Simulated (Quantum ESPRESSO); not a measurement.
# Ge (Fmmm) in Quantum ESPRESSO: reference runs

How does Ge come out in PBEsol? The cell is run as given and disturbed.

Everything below comes from runs of Quantum ESPRESSO 7.5. Logs are shortened: lines on timing, memory, paths and dates and some standing lists are left out, and cuts for length are marked.

### Step 1. Starting point

The structure is orthorhombic, space group Fmmm (No. 69). The conventional cell has a = 5.261 Å, b = 5.771 Å, c = 10.231 Å, α = 90.00°, β = 90.00°, γ = 90.00°. Around Ge (site symmetry m2m) lie 5 Ge at 2.61 to 2.73 Å. Ge (site symmetry mm2) is surrounded by 6 Ge at 2.71 to 2.96 Å.

This isn't the form of Ge at room conditions, which is diamond.

### Step 2. Single point, PBEsol

The input, pw.in:

```
&CONTROL
  calculation = 'scf'
  prefix = 'pwscf'
  outdir = './tmp'
  pseudo_dir = './pseudo'
  tprnfor = .true.
  tstress = .true.
  disk_io = 'low'
/
&SYSTEM
  ibrav = 0
  celldm(1) = 8
  nat = 4
  ntyp = 1
  ecutwfc = 45
  ecutrho = 360
  nbnd = 38
  occupations = 'smearing'
  smearing = 'fd'
  degauss = 0.00367493
/
&ELECTRONS
  conv_thr = 8d-10
  electron_maxstep = 120
  mixing_beta = 0.5
/
ATOMIC_SPECIES
Ge    72.6300 ge_pbesol_v1.4.uspp.F.UPF
CELL_PARAMETERS alat
  0.0000000000000   0.6816572833597   1.2084007244167
  0.6213648627062   0.0000000000000   1.2084007244167
  0.6213648627062   0.6816572833597   0.0000000000000
ATOMIC_POSITIONS crystal
Ge     0.7264900000    0.2735100000    0.7264900000
Ge     0.2735100000    0.7264900000    0.2735100000
Ge     0.2181330000    0.2181330000    0.7818670000
Ge     0.7818670000    0.7818670000    0.2181330000
K_POINTS automatic
7 7 7 0 0 0
```

The input, pp_density.in:

```
&INPUTPP
  prefix = 'pwscf'
  outdir = './tmp'
  filplot = 'density.dat'
  plot_num = 0
/
&PLOT
  nfile = 1
  filepp(1) = 'density.dat'
  iflag = 3
  output_format = 6
  fileout = 'density.cube'
/
```

The input, pp_potential.in:

```
&INPUTPP
  prefix = 'pwscf'
  outdir = './tmp'
  filplot = 'potential.dat'
  plot_num = 11
/
&PLOT
  nfile = 1
  filepp(1) = 'potential.dat'
  iflag = 3
  output_format = 6
  fileout = 'potential.cube'
/
```

Potentials or basis: GBRV 1.5 PBEsol.

The run is started by

```sh
> OMP_NUM_THREADS=1 mpirun -n 2 pw.x -nk 2 -in pw.in > pw.out
> OMP_NUM_THREADS=1 mpirun -n 1 pp.x -in pp_density.in > pp_density.out
> OMP_NUM_THREADS=1 mpirun -n 1 pp.x -in pp_potential.in > pp_potential.out
```

pw.out:

```text
This program is part of the open-source Quantum ESPRESSO suite
     for quantum simulation of materials; please cite
         "P. Giannozzi et al., J. Phys.:Condens. Matter 21 395502 (2009);
         "P. Giannozzi et al., J. Phys.:Condens. Matter 29 465901 (2017);
         "P. Giannozzi et al., J. Chem. Phys. 152 154105 (2020);
     in publications or presentations arising from this work. More details at

     Message from routine setup:
     using ibrav=0 with symmetry is DISCOURAGED, use correct ibrav instead

     K-points division:     npool     =       2
     Subspace diagonalization in iterative solution of the eigenvalue problem:
     a serial algorithm will be used

     G-vector sticks info
     --------------------
     sticks:   dense  smooth     PW     G-vecs:    dense   smooth      PW
     Sum        2181    1089    325                60405    21351    3497

     Using Slab Decomposition

     bravais-lattice index     =            0
     lattice parameter (alat)  =       8.0000  a.u.
     unit-cell volume          =     524.1115 (a.u.)^3
     number of atoms/cell      =            4
     number of atomic types    =            1
     number of electrons       =        56.00
     number of Kohn-Sham states=           38
     kinetic-energy cutoff     =      45.0000  Ry
     charge density cutoff     =     360.0000  Ry
     scf convergence threshold =      8.0E-10
     mixing beta               =       0.5000
     number of iterations used =            8  plain     mixing
     Exchange-correlation= SLA  PW   PSX  PSC
                           (   1   4  10   8   0   0   0)

     celldm(1)=   8.000000  celldm(2)=   0.000000  celldm(3)=   0.000000
     celldm(4)=   0.000000  celldm(5)=   0.000000  celldm(6)=   0.000000

     crystal axes: (cart. coord. in units of alat)
               a(1) = (   0.000000   0.681657   1.208401 )
               a(2) = (   0.621365   0.000000   1.208401 )
               a(3) = (   0.621365   0.681657   0.000000 )

     reciprocal axes: (cart. coord. in units 2 pi/alat)
               b(1) = ( -0.804680  0.733506  0.413770 )
               b(2) = (  0.804680 -0.733506  0.413770 )
               b(3) = (  0.804680  0.733506 -0.413770 )

     PseudoPot. # 1 for Ge read from file:
     ge_pbesol_v1.4.uspp.F.UPF
     Pseudo is Ultrasoft + core correction, Zval = 14.0
     Generated by new atomic code, or converted to UPF format
     Using radial grid of  873 points,  6 beta functions with:
                l(1) =   0
                l(2) =   0
                l(3) =   1
                l(4) =   1
                l(5) =   2
                l(6) =   2
     Q(r) pseudized with  8 coefficients,  rinner =    1.400   1.400   1.400
                                                       1.400   1.400

     atomic species   valence    mass     pseudopotential
     Ge               14.00    72.63000     Ge( 1.00)

      8 Sym. Ops., with inversion, found

   Cartesian axes

     site n.     atom                  positions (alat units)
         1        Ge     tau(   1) = (   0.6213649   0.9904344   1.2084007  )
         2        Ge     tau(   2) = (   0.6213649   0.3728802   1.2084007  )
         3        Ge     tau(   3) = (   0.6213649   0.6816573   0.5271842  )
         4        Ge     tau(   4) = (   0.6213649   0.6816573   1.8896173  )

     number of k points=    64  Fermi-Dirac smearing, width (Ry)=  0.0037
                       cart. coord. in units 2pi/alat
        k(    1) = (   0.0000000   0.0000000   0.0000000), wk =   0.0058309
        k(    2) = (   0.1149543   0.1047866  -0.0591100), wk =   0.0466472
        k(    3) = (   0.2299086   0.2095733  -0.1182200), wk =   0.0466472
        k(    4) = (   0.3448629   0.3143599  -0.1773300), wk =   0.0466472
        k(    5) = (   0.2299086   0.0000000  -0.0000000), wk =   0.0116618
        k(    6) = (   0.3448629   0.1047866  -0.0591100), wk =   0.0466472
[... 56 lines left out ...]
        k(   63) = (   0.0000000   0.0000000   0.3546600), wk =   0.0116618
        k(   64) = (  -0.1149543  -0.1047866   0.4137700), wk =   0.0233236

     Dense  grid:    60405 G-vectors     FFT dimensions: (  72,  72,  45)

     Smooth grid:    21351 G-vectors     FFT dimensions: (  48,  48,  32)

     Initial potential from superposition of free atoms

     starting charge      55.9968, renormalised to      56.0000
     Starting wfcs are   36 randomized atomic wfcs +    2 random wfcs

     Self-consistent Calculation

     iteration #  1     ecut=    45.00 Ry     beta= 0.50
     Davidson diagonalization with overlap
     ethr =  1.00E-02,  avg # of iterations =  3.8

     Threshold (ethr) on eigenvalues was too large:
     Diagonalizing with lowered threshold

     Davidson diagonalization with overlap
     ethr =  3.10E-05,  avg # of iterations =  5.5

     total energy              =    -852.70850489 Ry
     estimated scf accuracy    <       0.01797195 Ry

     iteration #  2     ecut=    45.00 Ry     beta= 0.50
     Davidson diagonalization with overlap
     ethr =  3.21E-05,  avg # of iterations =  1.3
[... 36 lines left out ...]
     total energy              =    -852.70985631 Ry
     estimated scf accuracy    <          2.6E-09 Ry

     iteration #  8     ecut=    45.00 Ry     beta= 0.50
     Davidson diagonalization with overlap
     ethr =  4.67E-12,  avg # of iterations =  2.0

     End of self-consistent calculation

          k = 0.0000 0.0000 0.0000 (  2645 PWs)   bands (ev):

   -14.5052 -14.4524 -14.4154 -14.4115 -14.4059 -14.3979 -14.3949 -14.3878
   -14.3560 -14.3490 -14.3254 -14.3250 -14.2855 -14.2816 -14.2758 -14.2555
   -14.2542 -14.2536 -14.2193 -14.1760  -2.7355   1.8614   4.0087   6.4283
     7.3413   7.9015   8.2556   8.4093   8.6409  13.1273  13.8917  14.2823
    16.4535  17.1936  17.4157  17.5907  18.0817  18.7490

          k = 0.1150 0.1048-0.0591 (  2674 PWs)   bands (ev):
[... 161 lines left out ...]
   -14.4734 -14.4420 -14.4158 -14.4021 -14.3992 -14.3908 -14.3845 -14.3709
   -14.3556 -14.3418 -14.3374 -14.3050 -14.2944 -14.2928 -14.2864 -14.2734
   -14.2626 -14.2558 -14.2335 -14.2082  -2.1968   1.5746   4.2091   4.4286
     6.3212   7.2518   7.6993  10.9731  11.3762  13.4606  14.5032  15.0337
    15.3136  15.5463  16.0174  16.7600  17.5401  18.1871

          k =-0.0000 0.0000 0.1182 (  2675 PWs)   bands (ev):

   -14.5039 -14.4519 -14.4103 -14.4102 -14.4035 -14.3996 -14.3913 -14.3859
   -14.3550 -14.3524 -14.3299 -14.3204 -14.2882 -14.2803 -14.2774 -14.2617
   -14.2551 -14.2540 -14.2211 -14.1766  -2.6236   1.1666   4.7225   6.2399
     7.1639   8.2227   8.4868   8.5902   8.8204  13.3728  14.1191  14.3177
    15.7772  16.3379  16.5155  17.4183  17.8853  18.5204

          k = 0.2299 0.2096-0.0000 (  2665 PWs)   bands (ev):

   -14.4610 -14.4303 -14.4188 -14.4093 -14.3968 -14.3877 -14.3827 -14.3547
   -14.3469 -14.3463 -14.3313 -14.3068 -14.2984 -14.2952 -14.2878 -14.2791
   -14.2699 -14.2681 -14.2330 -14.2201  -1.9502   2.4205   3.3246   3.4242
     5.5652   8.6397   9.1157  10.2615  10.8408  11.4759  13.6909  15.0874
    15.8693  15.9380  16.3298  17.0654  17.2286  18.6278
[... 75 lines left out ...]
   -14.4683 -14.4388 -14.4080 -14.4038 -14.3932 -14.3793 -14.3687 -14.3533
   -14.3348 -14.3320 -14.3226 -14.3172 -14.3086 -14.3084 -14.2827 -14.2808
   -14.2766 -14.2652 -14.2651 -14.2109   0.6859   1.0864   1.1948   5.5483
     5.6795   6.7822   6.8919   8.3069   9.6624  12.8152  12.9408  13.8698
    15.0447  17.6697  17.7714  19.2012  19.9169  20.1688

          k = 0.0000-0.4191 0.3547 (  2688 PWs)   bands (ev):

   -14.4773 -14.4328 -14.4087 -14.4077 -14.3961 -14.3753 -14.3698 -14.3674
   -14.3494 -14.3246 -14.3182 -14.3155 -14.3052 -14.2987 -14.2864 -14.2774
   -14.2756 -14.2737 -14.2606 -14.2004  -0.3578   0.5068   2.1954   5.3321
     6.6122   7.7388   8.7168   8.8020   9.3770  11.1416  12.6625  13.8651
    14.2723  16.7754  17.6463  17.9223  19.9325  20.4136

          k =-0.2299 0.6287-0.2364 (  2673 PWs)   bands (ev):

   -14.4430 -14.4309 -14.4196 -14.3968 -14.3879 -14.3686 -14.3559 -14.3536
   -14.3446 -14.3336 -14.3260 -14.3234 -14.3072 -14.3051 -14.2936 -14.2885
   -14.2784 -14.2660 -14.2579 -14.2375   0.1887   1.2522   2.5639   3.4087
     5.5293   7.0555   7.2357   8.7280  10.4446  11.2642  13.5587  15.6471
    15.9234  17.1381  17.3363  18.5416  18.7743  20.4837
[... 91 lines left out ...]
   -14.4711 -14.4378 -14.4042 -14.3983 -14.3971 -14.3817 -14.3756 -14.3730
   -14.3594 -14.3455 -14.3360 -14.3138 -14.2955 -14.2912 -14.2892 -14.2773
   -14.2713 -14.2630 -14.2365 -14.2085  -1.8650   0.5009   4.1945   4.2116
     7.7347   8.1070   8.5194  10.9013  11.2635  12.9903  13.2662  14.2402
    14.8676  15.4453  15.4535  16.6450  17.1097  17.5793

          k =-0.0000 0.0000 0.2364 (  2665 PWs)   bands (ev):

   -14.5006 -14.4492 -14.4074 -14.4030 -14.3966 -14.3963 -14.3962 -14.3709
   -14.3612 -14.3500 -14.3344 -14.3150 -14.2973 -14.2811 -14.2776 -14.2718
   -14.2628 -14.2549 -14.2245 -14.1777  -2.2909   0.0844   5.4202   5.9397
     7.7863   8.1522   8.4851   9.4930   9.7795  13.9718  14.0401  14.0425
    14.6529  14.7486  15.3822  17.1793  17.2479  18.6064

          k =-0.3449-0.3144 0.4138 (  2670 PWs)   bands (ev):

   -14.4188 -14.4148 -14.4127 -14.4064 -14.3781 -14.3700 -14.3621 -14.3528
   -14.3440 -14.3356 -14.3319 -14.3276 -14.3141 -14.3095 -14.3018 -14.2831
   -14.2824 -14.2631 -14.2602 -14.2533   0.1343   0.4139   0.6208   4.6642
     7.5890   8.9000  10.0082  10.5333  10.6583  13.0113  13.0135  13.5438
    13.5904  13.6233  14.4654  15.3119  18.5742  19.9845
[... 43 lines left out ...]
   -14.4653 -14.4207 -14.4146 -14.3992 -14.3920 -14.3801 -14.3568 -14.3446
   -14.3404 -14.3361 -14.3336 -14.3108 -14.3104 -14.3001 -14.2951 -14.2781
   -14.2770 -14.2748 -14.2612 -14.2261   0.5230   2.0457   2.5177   3.6928
     5.2803   5.8778   6.8075   7.7799   9.0722  11.3779  12.3397  15.9033
    16.5130  17.3615  18.8569  19.8838  20.8556  21.9811

          k =-0.0000 0.6287 0.0000 (  2716 PWs)   bands (ev):

   -14.4622 -14.4141 -14.4085 -14.4071 -14.3882 -14.3800 -14.3561 -14.3446
   -14.3425 -14.3359 -14.3343 -14.3154 -14.3084 -14.2990 -14.2959 -14.2799
   -14.2782 -14.2757 -14.2550 -14.2363   0.4228   2.2267   2.9143   2.9763
     5.7177   6.2070   6.4797   8.0273   8.5674  10.5377  13.8554  14.9535
    17.2429  17.9824  18.1240  18.6040  20.7675  22.8192

          k =-0.6897-0.0000 0.3547 (  2694 PWs)   bands (ev):

   -14.4518 -14.4185 -14.4109 -14.3955 -14.3922 -14.3831 -14.3594 -14.3391
   -14.3358 -14.3352 -14.3264 -14.3184 -14.3094 -14.3075 -14.3010 -14.2836
   -14.2730 -14.2689 -14.2632 -14.2438   1.4555   1.5589   1.9649   2.6609
     6.1873   6.7702   7.2855   7.3858   9.4660   9.7829  12.7498  15.0751
    17.2977  18.3327  19.0586  19.4976  19.8590  21.5798
[... 43 lines left out ...]
   -14.4863 -14.4379 -14.4122 -14.4027 -14.3956 -14.3800 -14.3758 -14.3741
   -14.3525 -14.3418 -14.3271 -14.3205 -14.3097 -14.2899 -14.2837 -14.2802
   -14.2734 -14.2630 -14.2308 -14.1899  -1.3780  -0.9051   3.9673   6.1249
     8.1528   9.2270  10.1083  10.1937  11.0338  11.4001  12.0304  13.5739
    14.7145  15.1550  15.4664  16.1496  16.9199  17.9354

     the Fermi energy is    10.1875 ev

!    total energy              =    -852.70985631 Ry
     estimated scf accuracy    <          1.2E-10 Ry
     smearing contrib. (-TS)   =      -0.00092145 Ry
     internal energy E=F+TS    =    -852.70893485 Ry

     The total energy is F=E-TS. E is the sum of the following terms:
     one-electron contribution =    -474.23420391 Ry
     hartree contribution      =     292.65646237 Ry
     xc contribution           =    -230.42344372 Ry
     ewald contribution        =    -440.70774959 Ry

     convergence has been achieved in   8 iterations

     Forces acting on atoms (cartesian axes, Ry/au):

     atom    1 type  1   force =     0.00000000   -0.00156955   -0.00000000
     atom    2 type  1   force =     0.00000000    0.00156955   -0.00000000
     atom    3 type  1   force =    -0.00000000   -0.00000000    0.00163553
     atom    4 type  1   force =    -0.00000000    0.00000000   -0.00163553

     Total force =     0.003206     Total SCF correction =     0.000032

     Computing stress (Cartesian axis) and pressure

          total   stress  (Ry/bohr**3)                   (kbar)     P=      -37.34
  -0.00028880  -0.00000000   0.00000000          -42.48       -0.00        0.00
   0.00000000  -0.00022199  -0.00000000            0.00      -32.66       -0.00
   0.00000000   0.00000000  -0.00025077            0.00        0.00      -36.89

=------------------------------------------------------------------------------=
   JOB DONE.
=------------------------------------------------------------------------------=
```

Wall time 60 s (2 MPI ranks of Arm Neoverse V1, shared host); peak memory 0.42 GiB.

What came out:

| Item | Value |
| --- | --- |
| Free energy | -11601.7086 eV |
| Pressure | -3.7 GPa |
| Largest force | 0.042 eV/Å |
| Band gap on the k mesh | none (metal or under the smearing width) |

Forces on the atoms (eV/Å):
```
Ge   0.000 -0.040  0.000
Ge   0.000  0.040  0.000
Ge   0.000  0.000  0.042
Ge   0.000  0.000 -0.042
```

(Continued in part 2 of 2.)
